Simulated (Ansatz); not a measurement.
# ZnS: energy along a strain

ZnS, P6_3mc, a = 3.811 Å, c = 6.234 Å (as given, not relaxed at this level: 2.3 GPa, forces to 0.32 eV/Å). The compound has several low-lying forms, and this is one of them. Ansatz: PBE, PAW, 420 eV, Γ-centred 12×12×6 mesh on 4 atoms, Gaussian smearing 0.05 eV; no spin polarisation. Cell vectors (Å): 3.811 0.000 0.000; -1.905 3.300 0.000; 0.000 0.000 6.234. The cell is strained by x per cent times the pattern (0 0 0 0 1 0) in the order xx yy zz yz xz xy (engineering shears), with fractional coordinates held. y is the free energy over the start, V0 = 19.603 Å³/atom. Symmetry makes y even in x.

| x (%) | y (meV/atom) |
| --- | --- |
| -6.00 | ? |
| -3.00 | 2.06 |
| 0.00 | 0.00 |
| 1.50 | 0.52 |
| 3.75 | 3.22 |
| 4.50 | 4.63 |
| 5.25 | 6.30 |

Task: Fit y = c2 x² + c4 x⁴ to the other rows, get the stiffness along the pattern, and predict the missing energy.

Result: Least squares on the rows shown. y = 0.2293 x² − 2.586×10⁻⁵ x⁴. The clamped-ion stiffness p·C·p = 2 × 2.293 eV × 160.2 / 19.603 Å³ = 37 GPa, which is C55 in these axes (second derivative at the start, which stands under stress). At x = -6.00 the fit asked for gives 8.22 meV/atom. The run gave 8.22 meV/atom, the same to the digits shown.